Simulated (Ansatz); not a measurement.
## Levels of theory for CuI (Cmcm)

All numbers come from the PAW code Ansatz. Calculated for a static, non-magnetic cell.

CuI (Cmcm) from a database of computed structures, relaxed with r2SCAN+rVV10. Around Cu lie 2 Cu at 2.47 Å and 3 I at 2.57–2.60 Å; around I lie 3 Cu at 2.57–2.60 Å.

Space group Cmcm (No. 63). a = 7.007 Å, b = 7.186 Å, c = 4.322 Å, α = 90.00°, β = 90.00°, γ = 90.00°
```
atom  site  symmetry       x       y       z
  Cu    4c       m2m  0.5000  0.0832  0.7500
   I    4c       m2m  0.5000  0.7221  0.7500
```

Relaxed lattice by functional, symmetry kept:
```tsv
functional	k mesh	a (Å)	b (Å)	c (Å)	volume (Å³/atom)
PBE-D3(BJ)	4×4×6	6.639	7.006	4.367	25.39
r2SCAN+rVV10	6×6×6	7.007	7.186	4.322	27.21
PBE-D4	6×6×6	6.680	7.023	4.365	25.60
```

Gaps on the r2SCAN+rVV10 cell, each the least over its mesh and the special points:
```json
{"level": "LDA", "k mesh": "6×6×6", "gap (eV)": "0.79", "kind": "direct", "edges": "Γ", "least direct gap (eV)": "0.79", "rough cost": "15 core-seconds"}
{"level": "PBE", "k mesh": "6×6×6", "gap (eV)": "0.95", "kind": "direct", "edges": "Γ", "least direct gap (eV)": "0.95", "rough cost": "23 core-seconds"}
{"level": "PBE+SOC", "k mesh": "6×6×6", "gap (eV)": "0.90", "kind": "direct", "edges": "Γ", "least direct gap (eV)": "0.90", "rough cost": "110 core-seconds"}
{"level": "r2SCAN", "k mesh": "6×6×6", "gap (eV)": "1.36", "kind": "direct", "edges": "Γ", "least direct gap (eV)": "1.36", "rough cost": "30 core-seconds"}
{"level": "HSE06", "k mesh": "4×4×4", "gap (eV)": "2.21", "kind": "direct", "edges": "Γ", "least direct gap (eV)": "2.21", "rough cost": "4 core-minutes"}
{"level": "PBE0", "k mesh": "4×4×4", "gap (eV)": "2.89", "kind": "direct", "edges": "Γ", "least direct gap (eV)": "2.89", "rough cost": "4 core-minutes"}
```
PBE, PBE+SOC: smearing of 0.02 eV; the others have fixed occupations.
Wave cutoffs: 420 eV, 500 eV (r2SCAN).
Costs come from shared machines and give only the order; PBE's includes the band path. The runs had 2 threads of Arm Neoverse V2 (shared host).

The HSE06 gap is direct at Γ: 2.21 eV. Spin-orbit coupling changes the PBE gap by -0.05 eV, to 0.90 eV.

r2SCAN covers 32 % of the step from PBE to HSE06, while HSE06 needs about 8 times r2SCAN's cost (on a coarser mesh). For gaps to 0.1 eV, spin-orbit coupling (up to 0.05 eV here) can be left out. All these functionals give a gap of the same kind, direct.

PBE (ground state on 4×4×6): The electronic dielectric tensor ε∞ is 4.6, 6.5 and 7.2 along x, y and z. Born charges, averaged over directions: Cu +0.92, I -0.92 e. The program warns that the response isn't settled on this k mesh.

Only the levels marked +SOC include spin-orbit coupling.

The meshes of the hybrids are coarse, so their gaps aren't converged to the digits shown.
